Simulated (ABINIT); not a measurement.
# Au (Fm-3m) in ABINIT: further runs

One crystal, Au, is run at these levels: BP86, AM05, revPBE, LDA; tasks: band structure, equation of state.

Program: ABINIT 10.8.3 (patched build). These are calculated values, not measurements. Logs are shortened: lines on timing, memory, paths and dates and some standing lists are left out, and cuts for length are marked. The log counts tension as positive stress, the text compression.

**What was measured.**

From “Exploring toroidal anvil profiles for larger sample volumes above 4 Mbar”, 2024, pmc:11102561, for a bulk crystal of Au: bulk modulus 167 GPa.

The runs below are set against these values where they give the same quantity.

**1. Starting point**

It takes space group Fm-3m (No. 225, cubic). Conventional cell: a = 4.070 Å, b = 4.070 Å, c = 4.070 Å, α = 90.00°, β = 90.00°, γ = 90.00°. Around Au (site symmetry m-3m) lie 12 Au at 2.88 Å.

**2. Band structure, BP86**

File run.abi:

```
# Datasets: ground state, then fixed potential
ndtset 2

# Pseudopotentials
pp_dirpath "./"
pseudos "Au.upf"

# Structure
acell 3*1.0
rprim
     0.0000000000     3.8455926636     3.8455926636
     3.8455926636     0.0000000000     3.8455926636
     3.8455926636     3.8455926636     0.0000000000
ntypat 1
znucl 79
natom 1
typat 1
xred
     0.0000000000     0.0000000000     0.0000000000

# Plane-wave basis
ecut 38.0

# Exchange and correlation
ixc -106132

# Bands and occupations
occopt 3
tsmear 0.05 eV

# SCF cycle
nstep 100

# Output
iomode 3
prtwf 0
prteig 0
prtebands 0
enunit 1
prtden1 1

# Dataset 1
kptopt1 1
ngkpt1 11 11 11
nshiftk1 1
shiftk1 0.0 0.0 0.0
nband1 14
tolvrs1 1.0e-10

# Dataset 2: bands along G-X-W-K-G-L-U-W-L-K
iscf2 -2
getden2 1
nband2 18
nbdbuf2 2
tolwfr2 1.0e-12
kptopt2 -9
ndivsm2 8
prteig2 1
prtvol2 -3
kptbounds2
     0.0000000000     0.0000000000     0.0000000000
     0.5000000000     0.0000000000     0.5000000000
     0.5000000000     0.2500000000     0.7500000000
     0.3750000000     0.3750000000     0.7500000000
     0.0000000000     0.0000000000     0.0000000000
     0.5000000000     0.5000000000     0.5000000000
     0.6250000000     0.2500000000     0.6250000000
     0.5000000000     0.2500000000     0.7500000000
     0.5000000000     0.5000000000     0.5000000000
     0.3750000000     0.3750000000     0.7500000000
```

Potentials or basis: PseudoDojo NC SR PBE v0.4.1 standard.

Run with:

```console
$ abinit run.abi > log 2>&1
```

run.abo:

```text
.Version 10.8.3 of ABINIT
 DATASET    1 : space group Fm -3 m (#225); Bravais cF (face-center cubic)
================================================================================
 Values of the parameters that define the memory need for DATASET  1.
     intxc =       0    ionmov =       0      iscf =       7    lmnmax =       7
     lnmax =       7     mgfft =      32  mpssoang =       4    mqgrid =    3001
     natom =       1  nloc_mem =       1    nspden =       1   nspinor =       1
    nsppol =       1      nsym =      48    n1xccc =    2501    ntypat =       1
    occopt =       3   xclevel =       2
       mpw =        1303          nfft =       32768          nkpt =          56
================================================================================
================================================================================

 DATASET    2 : space group Fm -3 m (#225); Bravais cF (face-center cubic)
================================================================================
 Values of the parameters that define the memory need for DATASET  2.
     intxc =       0    ionmov =       0      iscf =      -2    lmnmax =       7
     lnmax =       7     mgfft =      32  mpssoang =       4    mqgrid =    3001
     natom =       1  nloc_mem =       1    nspden =       1   nspinor =       1
    nsppol =       1      nsym =      48    n1xccc =    2501    ntypat =       1
    occopt =       3   xclevel =       2
       mpw =        1303          nfft =       32768          nkpt =         139
================================================================================
================================================================================

--------------------------------------------------------------------------------
------------- Echo of variables that govern the present computation ------------
--------------------------------------------------------------------------------
 -outvars: echo values of preprocessed input variables --------
            acell      1.0000000000E+00  1.0000000000E+00  1.0000000000E+00 Bohr
              amu      1.96966540E+02
             ecut      3.80000000E+01 Hartree
           enunit           1
           getden1          0
           getden2          1
             iscf1          7
             iscf2         -2
              ixc     -106132
           jdtset        1    2
           kptopt1          1
           kptopt2         -9
         kptrlatt       11    0    0      0   11    0      0    0   11
          kptrlen1     5.98233823E+01
          kptrlen2     3.00000000E+01
            natom           1
            nband1         14
            nband2         18
           nbdbuf1          0
           nbdbuf2          2
           ndtset           2
           ndivsm1          0
           ndivsm2          8
            ngfft          32      32      32
[... 1174 lines left out ...]
lattice_vectors:
- [  0.0000000,   3.8455927,   3.8455927, ]
- [  3.8455927,   0.0000000,   3.8455927, ]
- [  3.8455927,   3.8455927,   0.0000000, ]
lattice_lengths: [   5.43849,    5.43849,    5.43849, ]
lattice_angles: [ 60.000,  60.000,  60.000, ] # degrees, (23, 13, 12)
lattice_volume:   1.1374173E+02
convergence: {deltae:  0.000E+00, res2:  0.000E+00, residm:  1.000E-12, diffor:  0.000E+00, }
etotal    :  -1.48330952E+02
entropy   :   0.00000000E+00
fermie    :   4.87495835E-01
cartesian_stress_tensor: null
pressure_GPa: null
xred      :
- [  0.0000E+00,   0.0000E+00,   0.0000E+00, Au]
cartesian_forces: null
force_length_stats: {min: null, max: null, mean: null, }
...

 Integrated electronic density in atomic spheres:
 ------------------------------------------------
 Atom  Sphere_radius  Integrated_density
    1        2.00000         15.61035684
================================================================================

 ----iterations are completed or convergence reached----

 Mean square residual over all n,k,spin=   41.832E-14; max=  99.998E-14
 reduced coordinates (array xred) for    1 atoms
       0.000000000000      0.000000000000      0.000000000000

 cartesian coordinates (angstrom) at end:
    1      0.00000000000000     0.00000000000000     0.00000000000000
 length scales=  1.000000000000  1.000000000000  1.000000000000 bohr
              =  0.529177210544  0.529177210544  0.529177210544 angstroms
 Eigenvalues (   eV  ) for nkpt= 139  k points:
 kpt#   1, nband= 18, wtk=  1.00000, kpt=  0.0000  0.0000  0.0000 (reduced coord)
 -92.43202  -43.67183  -43.67183  -43.67183    3.24665    8.44785    8.44785    8.44785
   9.99516    9.99516   27.79431   31.76815   31.76815   31.76815   36.95309   41.32038
  41.32038   41.32038
 kpt#   2, nband= 18, wtk=  1.00000, kpt=  0.0217  0.0000  0.0217 (reduced coord)
 -92.43194  -43.67288  -43.67225  -43.67225    3.26911    8.43603    8.45799    8.45799
   9.98242   10.00021   27.82218   31.68515   31.75811   31.75811   37.10472   40.96520
  40.96520   41.33578
 kpt#   3, nband= 18, wtk=  1.00000, kpt=  0.0435  0.0000  0.0435 (reduced coord)
 -92.43171  -43.67599  -43.67348  -43.67348    3.33628    8.40096    8.48838    8.48838
   9.94465   10.01527   27.90512   31.46434   31.72445   31.72445   37.52887   40.30592
  40.30592   41.38218
 kpt#   4, nband= 18, wtk=  1.00000, kpt=  0.0652  0.0000  0.0652 (reduced coord)
 -92.43133  -43.68111  -43.67550  -43.67550    3.44749    8.34374    8.53886    8.53886
   9.88326   10.04015   28.04123   31.16493   31.65662   31.65662   38.15396   39.63165
  39.63165   41.12714
 kpt#   5, nband= 18, wtk=  1.00000, kpt=  0.0870  0.0000  0.0870 (reduced coord)
[... 525 lines left out ...]
  11.02169   16.35822   17.55624   22.16791   27.07541   30.36255   38.66493   38.87882
  39.49033   46.10457
 kpt# 137, nband= 18, wtk=  1.00000, kpt=  0.3929  0.3929  0.7143 (reduced coord)
 -92.41610  -43.84837  -43.80843  -43.73716    6.78641    7.54755    8.99311   10.02146
  11.02397   16.53691   17.95688   21.39314   26.64873   30.60872   38.23319   38.97311
  39.68688   46.19064
 kpt# 138, nband= 18, wtk=  1.00000, kpt=  0.3839  0.3839  0.7321 (reduced coord)
 -92.41588  -43.84859  -43.81040  -43.74007    6.72404    7.42355    9.16154   10.17476
  11.04751   16.77042   18.14283   20.85956   26.24922   30.81003   37.70081   39.06773
  40.05526   46.23786
 kpt# 139, nband= 18, wtk=  1.00000, kpt=  0.3750  0.3750  0.7500 (reduced coord)
 -92.41574  -43.85245  -43.80724  -43.74257    6.65943    7.30238    9.33085   10.28909
  11.09721   17.05278   17.94604   20.75674   25.88900   30.96395   37.15608   39.16442
  40.49002   46.30261

== END DATASET(S) ==============================================================
================================================================================

 -outvars: echo values of variables after computation  --------
            acell      1.0000000000E+00  1.0000000000E+00  1.0000000000E+00 Bohr
           etotal1    -1.4833095185E+02
            fcart1    -0.0000000000E+00 -0.0000000000E+00 -0.0000000000E+00
            rprim      0.0000000000E+00  3.8455926636E+00  3.8455926636E+00
                       3.8455926636E+00  0.0000000000E+00  3.8455926636E+00
                       3.8455926636E+00  3.8455926636E+00  0.0000000000E+00
           strten1    -3.9948284172E-04 -3.9948284172E-04 -3.9948284172E-04
                       0.0000000000E+00  0.0000000000E+00  0.0000000000E+00
 Calculation completed.
```

Wall time 57 s (1 thread of Arm Neoverse V2, shared host); peak memory 0.11 GiB.

What came out:

```yaml
Free_energy: -4036.2908 eV
Pressure: 11.8 GPa
Band_gap_on_the_k_mesh: none (metal or under the smearing width)
Valence_electrons_inside_the_program's_atomic_spheres: Au 15.61 (radii [1.0584] Å)
```

Levels at the corners of the path, in eV from the Fermi level:
```
point  band 6  band 7  band 8  band 9  band 10  band 11  band 12  band 13
    Γ   -4.82   -4.82   -4.82   -3.27    -3.27    14.53    18.50    18.50
    X   -6.90   -2.08   -1.71   -1.71     0.97     5.75     9.99     9.99
    W   -5.28   -5.28   -3.43   -1.71     4.66     6.32     6.32     9.53
    K   -5.96   -3.93   -2.98   -2.17     3.79     4.68     7.49    12.62
    Γ   -4.82   -4.82   -4.82   -3.27    -3.27    14.53    18.50    18.50
    L   -4.86   -4.86   -2.04   -2.04    -1.00     3.04    14.01    17.12
    U   -5.96   -3.93   -2.98   -2.17     3.79     4.68     7.49    12.62
    W   -5.28   -5.28   -3.43   -1.71     4.66     6.32     6.32     9.53
    L   -4.86   -4.86   -2.04   -2.04    -1.00     3.04    14.01    17.12
    K   -5.96   -3.93   -2.98   -2.17     3.79     4.68     7.49    12.62
```

Caveat: the potentials were made for another functional, which shifts forces and pressure; spin-orbit coupling is left out, which moves the levels of the heavy elements.

(Continued in part 2 of 2.)
